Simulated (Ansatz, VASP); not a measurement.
Pt in VASP and in Ansatz

File INCAR:

```
SYSTEM = Pt
  ALGO = Normal
  DIPOL = 0.5 0.5 0.500
  EDIFF = 1E-6
  EDIFFG = -0.03
  ENCUT = 520
  GGA = PS
  IBRION = 2
  IDIPOL = 3
  ISIF = 2
  ISMEAR = 0
  LASPH = .True.
  LCHARG = .False.
  LDIPOL = .True.
  LREAL = .False.
  LWAVE = .False.
  NELM = 80
  NSW = 70
  PREC = Accurate
  SIGMA = 0.1
```

KPOINTS

```
k-points
0
Gamma
  10 10 1
  0 0 0
```

POSCAR

```
Pt
1.0
    2.7704032196      0.0000000000      0.0000000000
    0.0000000000      2.7704032196      0.0000000000
    0.0000000000      0.0000000000     17.9179418064
Pt
3
Selective dynamics
Direct
    0.5000000000      0.5000000000      0.3906698702  F F F
    0.0000000000      0.0000000000      0.5000000000  T T T
    0.5000000000      0.5000000000      0.6093301298  T T T
```

Input for Ansatz:

```yaml
crystal:
  lattice:
    - [2.7704032196, 0.0, 0.0]
    - [0.0, 2.7704032196, 0.0]
    - [0.0, 0.0, 17.9179418064]
  atoms:
    - { symbol: Pt, position: [0.5, 0.5, 0.3906698702] }
    - { symbol: Pt, position: [0.0, 0.0, 0.5] }
    - { symbol: Pt, position: [0.5, 0.5, 0.6093301298] }
basis:
  ecutwfc: 420
kpoints:
  mp_grid: { grid: [10, 10, 1] }
hamiltonian:
  xc: pbesol
  pseudopotentials: { kind: paw, azcp: { folder: soft_1 } }
scf:
  occupations: { method: gaussian, width: 0.1 }
output:
  forces: true
  eigenvalues: true
relax:
  adjacent_minimum: "off"
  f_tol: 0.03
  max_steps: 50
  constraints: [{ sites: [0] }]
efield:
  axis: 3
  dipole_correction: true
  ramp_width: 0.04
```

Alike in both runs: task relaxation of the atoms; functional PBEsol; k mesh 10 × 10 × 1; occupations gaussian, width 0.1 eV; no spin polarisation.

|  | VASP | Ansatz |
| --- | --- | --- |
| version | VASP 6.6.1 | Ansatz 0.2.0 |
| potentials or method | VASP PAW PBE potentials, release 64 (Pt) | scalar-relativistic, plane waves, PAW |
| plane-wave cutoff (eV) | 520 | 420 |
| valence electrons in the cell | 30 | 54 |

```tsv
	VASP	Ansatz	Ansatz less VASP
gap on the k mesh at the Fermi level, each at its own relaxed structure (eV)	none	none	-
energy change over the relaxation (meV/atom)	-9	-8	+0.6
```

A gap of «none» marks a metal or a gap that the smearing closes. The two sets of potentials don't hold the same shells in valence. Ansatz warned: «pseudo_functional_mismatch».

 Spin-orbit coupling is left out, which matters for the levels of Pt.
